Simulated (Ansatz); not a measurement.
**CdTe under changes of volume**

One of the cells (32.922 Å³/atom); the others are scaled copies at fixed shape and fractional positions:

```xyz
2
Lattice="0.0000 3.2050 3.2050 3.2050 0.0000 3.2050 3.2050 3.2050 0.0000" Properties=species:S:1:pos:R:3 pbc="T T T"
Te    4.8075    4.8075    4.8075
Cd    0.0000    0.0000    0.0000
```

* Program: Ansatz 0.2.0
* Functional: PBE
* Potentials or basis: Ansatz PAW
* Cutoff: 420 eV (not typed: the program's choice for these potentials)
* k mesh: 7 × 7 × 7
* Occupations: fermi-dirac, width 0.05 eV
* Spin: no spin polarisation

```tsv
volume (Å³/atom)	energy over the lowest point (meV/atom)	pressure (GPa)	gap on the mesh (eV)
30.947	?	?	?
31.605	78.68	6.7	1.00
32.263	53.96	5.4	0.93
32.922	34.21	4.2	0.87
33.580	18.92	3.2	0.81
34.239	7.67	2.3	0.75
34.897	0.00	1.5	0.70
```

What does the run at 30.947 Å³/atom give?

Energy over the lowest point 108.95 meV/atom; pressure 8.1 GPa; gap on the mesh 1.06 eV.

Worked out: A Birch-Murnaghan fit of order 3 (a polynomial in V^(-2/3)) to the other rows has no minimum within the range. It gives 108.95 meV/atom at 30.947 Å³/atom, against the run's 108.95, and -dE/dV = 8.1 GPa, against 8.1. A straight line through the other rows of the gap, of slope -3.03 eV per unit of ln V (its deformation potential), extrapolates to 1.06 eV, against the run's 1.06.

Energies are extrapolated to zero smearing.

Caveats: odd divisions of the mesh miss points on the zone boundary, where band edges often lie, so the gap on the mesh can be too wide; spin-orbit coupling is left out, which moves the levels of the heavy elements.
